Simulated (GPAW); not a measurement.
A run of GPAW 26.7.0 is set up as follows.

run.py

```python
import numpy as np
from ase.dft.bandgap import bandgap
from ase.io import read, write
from ase.units import GPa
from gpaw import GPAW, PW, setup_paths
from gpaw.spinorbit import soc_eigenstates

setup_paths.insert(0, '.')

atoms = read('PtSe2.cif')

calc = GPAW(mode=PW(600),
            xc='GGA_X_SOGGA+GGA_C_PBE_SOL',
            kpts={'size': (6, 6, 4), 'gamma': True},
            occupations={'name': 'fermi-dirac', 'width': 0.05},
            nbands=26,
            convergence={'density': 1e-05, 'energy': 1e-05},
            maxiter=150,
            txt='gpaw.txt')
atoms.calc = calc
energy = atoms.get_potential_energy()
forces = atoms.get_forces()
stress = atoms.get_stress()
calc.write('gs.gpw')
write('result.traj', atoms)
print(f'Energy: {energy:.6f} eV')
print('Forces (eV/A):')
print(forces.round(4))
print('Stress (GPa):', (stress / GPa).round(3))
print('Fermi level:', round(calc.get_fermi_level(), 4), 'eV')
print(f'Gap: {bandgap(calc)[0]:.4f} eV, direct: {bandgap(calc, direct=True)[0]:.4f} eV')

path = atoms.cell.bandpath('GMKGALHA,LM,KH', npoints=80, eps=1e-4)
bs_calc = calc.fixed_density(kpts=path, symmetry='off', nbands=41,
                             convergence={'bands': 'CBM+6.0', 'eigenstates': 1e-6}, txt='bands.txt')
bs = bs_calc.band_structure()
bs.write('bs.json')
print(f'Gap on the path: {bandgap(bs_calc)[0]:.4f} eV')

soc = soc_eigenstates(bs_calc, theta=90, phi=0)
np.savetxt('soc_bands.dat', soc.eigenvalues(), fmt='%.4f')
mesh = soc_eigenstates('gs.gpw', theta=90, phi=0)
np.savetxt('soc_mesh.dat', mesh.eigenvalues(), fmt='%.4f')
print('Fermi level with spin-orbit coupling:', round(mesh.fermi_level, 4), 'eV')
```

PtSe2.cif

```cif
data_PtSe2
_cell_length_a 3.72400000
_cell_length_b 3.72400000
_cell_length_c 5.06200000
_cell_angle_alpha 90.00000000
_cell_angle_beta 90.00000000
_cell_angle_gamma 120.00000000
_space_group_name_H-M_alt 'P1'
_space_group_name_Hall 'P 1'
_space_group_IT_number 1
loop_
_space_group_symop_operation_xyz
'x,y,z'
loop_
_atom_site_label
_atom_site_type_symbol
_atom_site_symmetry_multiplicity
_atom_site_Wyckoff_symbol
_atom_site_fract_x
_atom_site_fract_y
_atom_site_fract_z
_atom_site_occupancy
Pt1 Pt 1 a 0.0000000000 0.0000000000 0.0000000000 1
Se1 Se 1 a 0.6666666667 0.3333333333 0.7500000000 1
Se2 Se 1 a 0.3333333333 0.6666666667 0.2500000000 1
```

Potentials or basis: PAW data sets generated in the run's folder for this functional, pw.

Launch:

```console
$ gpaw-setup -f GGA_X_SOGGA+GGA_C_PBE_SOL Pt Se
$ OMP_NUM_THREADS=1 python run.py
```

Problem. Estimate the band gap along the path.

Solution. None (metal or under the smearing width).

Problem. What does it give for the pressure?

Solution. 2.0 GPa.

Problem. What does it give for the largest force?

Solution. 0.354 eV/Å.

Forces in eV/Å, atoms in the order of the input:
```
Pt   0.000  0.000  0.000
Se   0.000  0.000 -0.354
Se   0.000  0.000  0.354
```

Caveat: spin-orbit coupling was added after a scalar SCF, so levels and gaps hold it while energy, forces, pressure and moments don't; this program's spin-orbit splittings come out too wide for heavy elements.
